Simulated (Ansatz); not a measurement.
# CoO (P3m1) in Ansatz: convergence with xc grid

Aim: find how far xc grid must go before the results for CoO settle, at LDA. This setting moves, with any that are tied to it; all else stays.

Everything below comes from runs of Ansatz 0.2.0. Logs are shortened: lines on timing, memory, paths and dates and some standing lists are left out, and cuts for length are marked.

**1. Starting point**

It takes space group P6_3mc (No. 186, hexagonal). Conventional cell: a = 3.198 Å, b = 3.198 Å, c = 5.229 Å, α = 90.00°, β = 90.00°, γ = 120.00°. Co (site symmetry 3m) is surrounded by 4 O at 1.93 to 1.97 Å. O (site symmetry 3m) is surrounded by 4 Co at 1.93 to 1.97 Å.

Measurements of this composition are mostly on another form, of space group No. 225.

**2. With xc grid 1**

Contents of input.yaml:

```yaml
crystal:
  lattice:
    - [3.1976457435, 0.0, 0.0]
    - [-1.5988228718, 2.7692424462, 0.0]
    - [0.0, 0.0, 5.22870971]
  atoms:
    - { symbol: Co, position: [0.3333333333, 0.6666666667, 0.50336241], spin: 2.0 }
    - { symbol: Co, position: [0.0, 0.0, 0.00347414], spin: 2.0 }
    - { symbol: O, position: [0.3333333333, 0.6666666667, 0.8715556] }
    - { symbol: O, position: [0.0, 0.0, 0.37160885] }
kpoints:
  mp_grid: { grid: [10, 10, 5] }
scf:
  occupations: { method: fermi_dirac, width: 0.05 }
hamiltonian:
  xc: lda
  pseudopotentials: { kind: all_electron, lapw: { basis_error: 0.001 } }
magnetization:
  spin_polarized: true
output:
  forces: true
  stress: true
  eigenvalues: true
basis:
  xc_grid: 1
```

Potentials or basis: all-electron LAPW, scalar-relativistic.

Started as:

```
> ansatz run input.yaml --threads 4 --pin off --max-ram 12288MiB --backend cpu --events-out ev --progress --plain --runs-dir out
```

Run time: 41 s. Hardware: 4 threads of Intel Xeon 6975P-C (Granite Rapids), shared host; peak memory 0.87 GiB.

Results:

- Free energy: -79778.1591 eV
- Pressure: -18.0 GPa
- Largest force: 0.056 eV/Å
- Band gap on the k mesh: none (metal or under the smearing width)
- Net moment: 0.00 μB per cell
- Absolute moment: 4.68 μB per cell
- Site moments: Co +2.10, -2.10; O -0.15, +0.15 μB

**3. With xc grid 2**

input.yaml: that of step 2 with these lines changed.

```diff
@@ -24,2 +24,2 @@
 basis:
-  xc_grid: 1
+  xc_grid: 2
```

Potentials or basis: all-electron LAPW, scalar-relativistic.

Started as:

```
> ansatz run input.yaml --threads 4 --pin off --max-ram 12288MiB --backend cpu --events-out ev --progress --plain --runs-dir out
```

Wall time 44 s (4 threads of Intel Xeon 6975P-C (Granite Rapids), shared host); peak memory 0.84 GiB.

Results:

```yaml
Free_energy: -79778.1591 eV
Pressure: -18.0 GPa
Largest_force: 0.056 eV/Å
Band_gap_on_the_k_mesh: none (metal or under the smearing width)
Net_moment: 0.00 μB per cell
Absolute_moment: 4.68 μB per cell
Site_moments: Co +2.10, -2.10; O -0.15, +0.15 μB
```

**4. With xc grid 3**

input.yaml: that of step 3 with these lines changed.

```diff
@@ -24,2 +24,2 @@
 basis:
-  xc_grid: 2
+  xc_grid: 3
```

Started as:

```
> ansatz run input.yaml --threads 4 --pin off --max-ram 12288MiB --backend cpu --events-out ev --progress --plain --runs-dir out
```

It took 45 s on 4 threads of Intel Xeon 6975P-C (Granite Rapids), shared host; peak memory 0.86 GiB.

It converged, with:

- Free energy: -79778.1591 eV
- Pressure: -18.0 GPa
- Largest force: 0.056 eV/Å
- Band gap on the k mesh: none (metal or under the smearing width)
- Net moment: 0.00 μB per cell
- Absolute moment: 4.68 μB per cell
- Site moments: Co +2.10, -2.10; O -0.15, +0.15 μB

**5. With xc grid 4**

input.yaml: that of step 4 with these lines changed.

```diff
@@ -24,2 +24,2 @@
 basis:
-  xc_grid: 3
+  xc_grid: 4
```

Potentials or basis: all-electron LAPW, scalar-relativistic.

Started as:

```
> ansatz run input.yaml --threads 4 --pin off --max-ram 12288MiB --backend cpu --events-out ev --progress --plain --runs-dir out
```

Log:

```text
Warning: RAYON_NUM_THREADS=4 ignored (pool sized by the plan → 4); use --threads N
LAPW: plane waves up to 10.835 Å⁻¹, error target 1.0e-3 eV per atom; small_component_spin mean_spin; O in spheres of 0.867 Å, 8 of its electrons in bands, Dirac shells []; Co in spheres of 1.058 Å, 17 of its electrons in bands, Dirac shells [] (how accurate: hamiltonian.pseudopotentials.lapw.basis_error, Limitations)
Engine: ansatz 0.2.0, x86_64-unknown-linux-gnu
Pseudopotentials: kind: all_electron
Pseudopotential: Co, LAPW, valence charge 17, lapw/all_electron/scalar/gaussian/Co, Koelling and Harmon's equation, gaussian nucleus
Pseudopotential: O, LAPW, valence charge 8, lapw/all_electron/scalar/gaussian/O, Koelling and Harmon's equation, gaussian nucleus
Functional definition: SPW92
  exchange = slater_x
  correlation = pw_c
Crystal: 4 atoms, lattice volume = 46.301 Å³
Basis set: ecut = 447.2820874368757 eV, 1003 PW (Γ), exchange–correlation at level 4
Bands: 33, of which v1, the nominal top of the filled ones, is band 25 counted from 1 (24 counted from 0)
Symmetry: 6 space group operations
Space group: P3m1 (ITA 156), of the structure as read, at distance tolerance 3.6e-5 Å
Magnetic group: BNS 156.49 (UNI 1279), of the structure as read, at distance tolerance 3.6e-5 Å
k-points: 58 of 500 (time reversal used)
Non-local potential: Co, projectors of the file, none
Non-local potential: O, projectors of the file, none
Initial density: superposition of atomic densities (chi_scale 0.1, normalization cell, long waves kept (reshape's long-wave potential 0.00 eV rms))
Starting moments: Σ|m| = 4 μB on 2 of 4 sites
Initial wavefunctions: plane waves of lowest kinetic energy (no species holds an atomic orbital)
Functional: x = slater, c = lda
iter 1 solved again at ethr=9.47e-3 eV; its pass at ethr=1.00e-1 eV (dr2=4.74e0 eV) is discarded
[... 29 lines left out ...]
SCF iter  23: F=—  HF=-79778.159098 eV  |F-HF|=—  |Δ(HF+E_count)|=   1.29e-6  Δρ=2.20e-5 (↑2.20e-5 ↓2.09e-5)  dr2=1.77e-6  dr2_m=6.71e-8  M=-0.002 μB ∫|m|=4.684 μB  β_m=0.86  ethr=1.08e-8  ⟨swp⟩=2.4  Hψ=10911  notcnv=0
SCF iter  24: F=—  HF=-79778.159098 eV  |F-HF|=—  |Δ(HF+E_count)|=   8.81e-8  Δρ=1.97e-5 (↑1.97e-5 ↓1.97e-5)  dr2=1.04e-6  dr2_m=8.27e-8  M=-0.002 μB ∫|m|=4.684 μB  β_m=0.85  ethr=3.53e-9  ⟨swp⟩=2.0  Hψ=10864  notcnv=0
SCF iter  25: F=—  HF=-79778.159098 eV  |F-HF|=—  |Δ(HF+E_count)|=   2.75e-8  Δρ=9.51e-6 (↑9.51e-6 ↓6.82e-6)  dr2=2.06e-7  dr2_m=1.08e-8  M=-0.002 μB ∫|m|=4.684 μB  β_m=0.75  ethr=2.09e-9  ⟨swp⟩=2.0  Hψ=10866  notcnv=0
SCF iter  26: F=—  HF=-79778.159098 eV  |F-HF|=—  |Δ(HF+E_count)|=   1.15e-8  Δρ=3.10e-6 (↑2.74e-6 ↓3.10e-6)  dr2=3.49e-8  dr2_m=9.51e-10  M=-0.002 μB ∫|m|=4.684 μB  β_m=0.74  ethr=4.11e-10  ⟨swp⟩=2.0  Hψ=10864  notcnv=0
SCF iter  27: F=-79778.159098 eV  HF=-79778.159098 eV  |F-HF|=6.70e-8  |Δ(HF+E_count)|=   4.79e-9  Δρ=4.09e-6 (↑2.41e-6 ↓4.09e-6)  dr2=3.59e-8  dr2_m=1.70e-9  M=-0.002 μB ∫|m|=4.684 μB  ethr=6.98e-11  ⟨swp⟩=2.0  Hψ=10864  notcnv=0
SCF 1 converged in 27 iterations: F = -79778.159098 eV  dr2 = 3.59e-8
WARN: the starting moments were not kept: 1 of 2 ended reversed and 1 kept their direction, counting a site from 0.1 μB. The largest reversed, site 1 (counted from 0, in the order of the report's site_moments_mub), started with +2.0 μB and closes at -2.1e0 μB in its sphere. The net magnetisation is 1.7e-3 μB in size, at most 0.1 of the 4 μB that the starting moments add up to as vectors. The SCF closed on another magnetic arrangement than the starting moments describe; that does not show which of the two is lower. To try another start: change the starting moments (crystal.atoms[].spin, magnetization.per_species, magnetization.initial_magnetization, or on a non-collinear deck that types none of these the spinor_matrix: blocks that start its atoms; where the total moment is fixed, keep their sum and leave initial_magnetization as it is; typed ones take the place of any that the run laid by itself, positive ones on a crystal's lanthanoids without a Hubbard term where scf.initial_density.shell_occupations: [] is typed); see also scf.mixing.spin_hold.
SCF converged after 27 iterations
Magnetization: -0.0018 μB (24.9991 up, 25.0009 down)
Absolute magnetization: 4.6840 μB (∫|ρ↑−ρ↓|)
Spin contamination: 2.1302 ħ² per cell (⟨S²⟩ above its minimum at these occupations)
Per-site moments (μB) at R_I (Å): [(2.0995601674230553, 1.0576055007379046), (-2.100857181855524, 1.0576055007379046), (-0.1493989659329351, 0.8672640033443381), (0.14898064497468644, 0.8672640033443381)]
Free energy (F): -79778.159098 eV
Harris-Foulkes:  -79778.159098 eV  (|F-HF|=6.70e-8)
Internal energy: -79778.110518 eV  (E = F + TS)
E sigma→0 (E₀):  -79778.134808 eV
Entropy (-TS):   -0.048580 eV (-12.145 meV/atom)
Fermi energy:    10.809542 eV
--- Per-component energies (eV) ---
  E_band       = -2715.048444
  E_kinetic    = 80841.255675
  E_xc         = -3556.066791
  E_electrostatic = -157063.299402  (all electrons and nuclei)
  E_smearing   = -0.048580  (= −TS)
  E_closure    = 0.000000  (closes the sum)
  E_atoms      = -79745.617592  (free atoms, spherical and without spin; not in F)
  Σ components = -79778.159098   (vs F -79778.159098, Δ=0.00e0)
  Basis errors (estimates in eV, not in F): energy 4.7e-4 per atom: plane waves 4.1e-4 (2.5e-4 summed), levels above the bands 1.4e-86, relativity 1.1e-8, radial functions 6.1e-5, core shells 1.5e-7; eigenvalues (radial functions only) 2.8e-6; not estimated: angular momenta, meshes, grids; target (lapw.basis_error) 1.0e-3; muffin-tin radii O 0.867 Å, Co 1.058 Å
--- Forces (eV/Å), atoms counted from 1 ---
  atom   1  Co    -0.00000000     0.00000000     0.05599892
  atom   2  Co     0.00000000    -0.00000000     0.05193958
  atom   3  O     -0.00000000     0.00000000    -0.05352925
  atom   4  O      0.00000000    -0.00000000    -0.05441744
  max |Σ_I F_I| component: 8.19e-6 eV/Å
--- Stress (GPa, compression-positive) ---
      -18.833275       0.000000       0.000000
        0.000000     -18.833275      -0.000000
        0.000000      -0.000000     -16.361393
  P = ⅓ Tr σ = -18.0093 GPa (-180.093 kbar)
--- Band table (eV; the first three rows and the last of 116) ---
  k-point 0 ↑: bands = ["-492.6946", "-492.5385", "-84.8275", "-82.4065", "-48.6914", "-48.4175", "-48.4175", "-46.2711", "-46.1110", "-46.1110", "-8.9438", "-8.2243", "3.7400", "4.9034", "4.9083", "4.9083", "5.6870", "5.6870", "8.5707", "8.5707", "9.1406", "9.9412", "9.9412", "10.8849", "10.8849", "10.9776", "12.1926", "12.5719", "12.5719", "16.2383", "17.9207", "24.3652", "24.3652"]
  k-point 1 ↑: bands = ["-492.6946", "-492.5385", "-84.8275", "-82.4065", "-48.6914", "-48.4175", "-48.4175", "-46.2712", "-46.1110", "-46.1110", "-8.8866", "-8.2845", "3.7740", "4.7255", "4.9106", "4.9106", "5.6656", "5.6656", "8.6021", "8.6021", "9.2914", "9.9633", "9.9633", "10.8989", "10.8989", "11.2464", "12.2929", "12.5212", "12.5212", "15.4643", "18.6744", "23.4911", "24.3382"]
  k-point 2 ↑: bands = ["-492.6946", "-492.5385", "-84.8275", "-82.4065", "-48.6914", "-48.4175", "-48.4175", "-46.2712", "-46.1110", "-46.1110", "-8.7549", "-8.4213", "3.9035", "4.3759", "4.9148", "4.9148", "5.6312", "5.6312", "8.6540", "8.6540", "9.5700", "9.9931", "9.9931", "10.9322", "10.9322", "11.4851", "12.4327", "12.4327", "12.9577", "14.2042", "19.9895", "21.6230", "24.3588"]
  k-point 57 ↓: bands = ["-492.6925", "-492.5410", "-84.8276", "-82.4053", "-48.6916", "-48.4311", "-48.4274", "-46.2685", "-46.1264", "-46.1220", "-8.2482", "-7.9818", "4.1603", "4.2484", "4.5696", "4.8967", "5.5121", "5.8086", "8.1157", "8.7374", "9.1700", "9.2660", "9.5149", "10.0024", "10.5340", "10.8814", "11.3832", "11.5974", "17.5379", "17.9689", "18.8534", "19.1725", "20.0671"]
```

It took 47 s on 4 threads of Intel Xeon 6975P-C (Granite Rapids), shared host; peak memory 0.88 GiB.

Results:

```yaml
Free_energy: -79778.1591 eV
Pressure: -18.0 GPa
Largest_force: 0.056 eV/Å
Band_gap_on_the_k_mesh: none (metal or under the smearing width)
Net_moment: 0.00 μB per cell
Absolute_moment: 4.68 μB per cell
Site_moments: Co +2.10, -2.10; O -0.15, +0.15 μB
```

**6. The series at a glance**

| xc grid | energy less the tightest run, at zero smearing (meV/atom) | SCF cycles | CPU time (s) | peak memory (GiB) |
| --- | --- | --- | --- | --- |
| 1 | 0.00 | 27 | 160 | 0.87 |
| 2 | 0.00 | 27 | 170 | 0.84 |
| 3 | 0.00 | 27 | 170 | 0.86 |
| 4 | 0.00 | 27 | 180 | 0.88 |

Against the tightest run, the energy stays within 1 meV/atom from 1 on. The tightest run that finished is the yardstick and may itself not be fully converged.

Caveats: so large a pressure means that the cell lies far from this level's equilibrium, or that cutoff or potentials fall short; semilocal functionals often make such compounds metallic where correlation or magnetic order opens a gap, which also shifts bond lengths; the starting moments weren't kept.
